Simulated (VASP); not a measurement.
Here is a VASP 6.6.1 calculation.

The input INCAR:

```
ALGO     = Normal         # electronic algorithm
EDIFF    = 1E-7           # SCF threshold, eV
EDIFFG   = -0.002         # ionic threshold
ENCUT    = 520            # plane-wave cutoff, eV
GGA      = PS             # functional
IBRION   = 2              # ionic algorithm
ISIF     = 3              # what is computed and relaxed
ISMEAR   = 0              # smearing method
LASPH    = True           # aspherical terms in the spheres
LCHARG   = False          # write CHGCAR
LREAL    = False          # projectors in reciprocal space
LWAVE    = False          # write WAVECAR
NELM     = 80             # most SCF steps
NSW      = 80             # ionic steps
PREC     = Accurate       # precision mode
SIGMA    = 0.02           # smearing width, eV
```

The input KPOINTS:

```
k-points
0
Gamma
  9 9 6
```

The input POSCAR:

```
TiTe2                                   
1.0
    3.6980400083      0.0000000000      0.0000000000
   -1.8490200041      3.2025965913      0.0000000000
    0.0000000000     -0.0000000000      6.4238308615
  Ti              Te            
     1     2
Direct
     0.0000000000000000    0.0000000000000000    0.0000000000000000
     0.6666666699999979    0.3333333300000021    0.2681903072638867
     0.3333333300000021    0.6666666699999979    0.7318096927361132
```

Potentials or basis: VASP PAW PBE potentials, release 64 (Ti_sv, Te).

The run is started by

```console
$ cat potpaw_PBE.64/Ti_sv/POTCAR potpaw_PBE.64/Te/POTCAR > POTCAR
$ mpirun -np 1 vasp_std > vasp.out
```

Problem. Predict the band gap on the k mesh.

Solution. None (metal or under the smearing width).

Final structure:
```xyz
3
Lattice="3.6980 0.0000 0.0000 -1.8490 3.2026 0.0000 0.0000 0.0000 6.4238" Properties=species:S:1:pos:R:3 pbc="T T T"
Ti    0.0000    0.0000    0.0000
Te    1.8490    1.0675    1.7228
Te    0.0000    2.1351    4.7010
```

Caveat: the relaxation stopped at its first step, so nothing moved. The run has no spin-orbit coupling, so splittings on Te are missing.
